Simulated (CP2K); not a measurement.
The system is ZnSe (Stilleite).

```
Se Zn
1.0
     4.00760    0.00000    0.00000
     2.00380    3.47068    0.00000
     2.00380    1.15689    3.27219
Se Zn
1 1
Direct
  0.75000 0.75000 0.75000
  0.00000 0.00000 0.00000
```

Base run:

* Program: CP2K 2026.2
* Functional: PBE
* Potentials or basis: GTH_POTENTIALS Se GTH-PADE-q6, Zn GTH-PADE-q12; DZVP-MOLOPT-SR-GTH basis
* Density cutoff: 6123 eV
* k mesh: 8 × 8 × 8
* Occupations: fermi-dirac, width 0.05 eV
* Spin: no spin polarisation

Its results: band gap on the k mesh 1.37 eV, direct; pressure 1.4 GPa.

Task: After a change of settings the same cell gave: band gap on the k mesh 1.51 eV, direct; pressure 2.7 GPa. Which change was it?
A. potentials or basis from GTH_POTENTIALS Se GTH-PADE-q6, Zn GTH-PADE-q12; DZVP-MOLOPT-SR-GTH basis to POTENTIAL_UZH Se GTH-SCAN-q6, Zn GTH-SCAN-q12; DZVP-MOLOPT-SR-GTH basis; potentials from Se GTH-PADE-q6 of GTH_POTENTIALS, Zn GTH-PADE-q12 of GTH_POTENTIALS to Se GTH-SCAN-q6 of POTENTIAL_UZH, Zn GTH-SCAN-q12 of POTENTIAL_UZH
B. potentials or basis from GTH_POTENTIALS Se GTH-PADE-q6, Zn GTH-PADE-q12; DZVP-MOLOPT-SR-GTH basis to GTH_POTENTIALS Se GTH-PBE-q6, Zn GTH-PBE-q12; DZVP-MOLOPT-SR-GTH basis; potentials from Se GTH-PADE-q6 of GTH_POTENTIALS, Zn GTH-PADE-q12 of GTH_POTENTIALS to Se GTH-PBE-q6 of GTH_POTENTIALS, Zn GTH-PBE-q12 of GTH_POTENTIALS
C. potentials or basis from GTH_POTENTIALS Se GTH-PADE-q6, Zn GTH-PADE-q12; DZVP-MOLOPT-SR-GTH basis to POTENTIAL_UZH Se GTH-PBE0-q6, Zn GTH-PBE0-q12; DZVP-MOLOPT-SR-GTH basis; potentials from Se GTH-PADE-q6 of GTH_POTENTIALS, Zn GTH-PADE-q12 of GTH_POTENTIALS to Se GTH-PBE0-q6 of POTENTIAL_UZH, Zn GTH-PBE0-q12 of POTENTIAL_UZH
D. potentials or basis from GTH_POTENTIALS Se GTH-PADE-q6, Zn GTH-PADE-q12; DZVP-MOLOPT-SR-GTH basis to GTH_POTENTIALS Se GTH-BLYP-q6, Zn GTH-BLYP-q12; DZVP-MOLOPT-SR-GTH basis; potentials from Se GTH-PADE-q6 of GTH_POTENTIALS, Zn GTH-PADE-q12 of GTH_POTENTIALS to Se GTH-BLYP-q6 of GTH_POTENTIALS, Zn GTH-BLYP-q12 of GTH_POTENTIALS

Result: A.

Caveats: the potentials were made for another functional, which shifts forces and pressure; the basis of atomic orbitals isn't converged, which shifts pressures, moduli and gaps.
